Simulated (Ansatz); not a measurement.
NaF (rocksalt), relaxed with r2SCAN in Ansatz 0.2.0. The symmetry is Fm-3m (No. 225, cubic); a = 4.594 Å in the conventional setting, 12.12 Å³ an atom. Around Na lie 6 F at 2.30 Å; around F lie 6 Na at 2.30 Å.

The axes x, y and z are those of this cell:
```xyz
2
Lattice="0.0000 2.2972 2.2972 2.2972 0.0000 2.2972 2.2972 2.2972 0.0000" Properties=species:S:1:pos:R:3 pbc="T T T"
Na    0.0000    0.0000    0.0000
F     2.2972    2.2972    2.2972
```

Unstrained: The PBE gap is direct at Γ: 6.456 eV. With r2SCAN the gap is 7.282 eV and direct, at Γ. The HSE06 gap is direct at Γ: 8.635 eV. Meshes: PBE 10×10×10, r2SCAN 10×10×10, HSE06 6×6×6. Strains are changes of length per length, and xy shears are angles. After each strain the atoms were relaxed again with r2SCAN within the symmetry that the strain leaves, so tilts or polar shifts that break it weren't tested; points keep the names that they have in the unstrained zone. No spin polarisation and no zero-point or thermal motion.

(1) Apply epitaxial +3.0 % in the xy plane, free normal strain -1.07 %. How far does the gap move, against the unstrained cell?

(2) Apply isotropic -2.0 % on every length. How far does the gap move, against the unstrained cell?

(3) Estimate what uniaxial +4.0 % along x, other directions held does to the gap.

(4) One strain changed the r2SCAN stress by xx +3.05, yy +3.05, zz 0.00 GPa (compression positive) and the gap by +0.185 eV (PBE), +0.188 eV (r2SCAN), +0.201 eV (HSE06). Which kind of strain was it, and roughly how large?

(5) Apply xy shear, engineering strain (angle) +2.5 %. How far does the gap move, against the unstrained cell?

Results:

(1) PBE: the gap goes from 6.456 to 6.191 eV (-0.265 eV). r2SCAN: the gap goes from 7.282 to 7.005 eV (-0.277 eV). HSE06: the gap goes from 8.635 to 8.339 eV (-0.296 eV). The r2SCAN energy rises by 7.9 meV an atom.

(2) PBE: the gap goes from 6.456 to 6.811 eV (+0.355 eV). r2SCAN: the gap goes from 7.282 to 7.647 eV (+0.365 eV). HSE06: the gap goes from 8.635 to 9.023 eV (+0.388 eV). The r2SCAN energy rises by 8.0 meV an atom.

(3) PBE: the gap goes from 6.456 to 6.240 eV (-0.216 eV). r2SCAN: the gap goes from 7.282 to 7.057 eV (-0.225 eV). HSE06: the gap goes from 8.635 to 8.391 eV (-0.244 eV). The r2SCAN energy rises by 6.0 meV an atom.

(4) Epitaxial -2.0 % in the xy plane, free normal strain +0.79 %. The pattern of the stress gives the kind; the size needs the stiffness, so it is an estimate.

(5) PBE: the gap goes from 6.456 to 6.420 eV (-0.036 eV); with r2SCAN the top three valence levels at Γ, degenerate before, become 1+1+1 from the top over 68 meV. r2SCAN: the gap goes from 7.282 to 7.245 eV (-0.037 eV). HSE06: the gap goes from 8.635 to 8.599 eV (-0.036 eV). The r2SCAN energy rises by 0.7 meV an atom.

The meshes of the hybrids are coarse, so their gaps aren't converged to the digits shown.

The splittings at Γ are without spin-orbit coupling, which regroups them where it is of like size or larger.
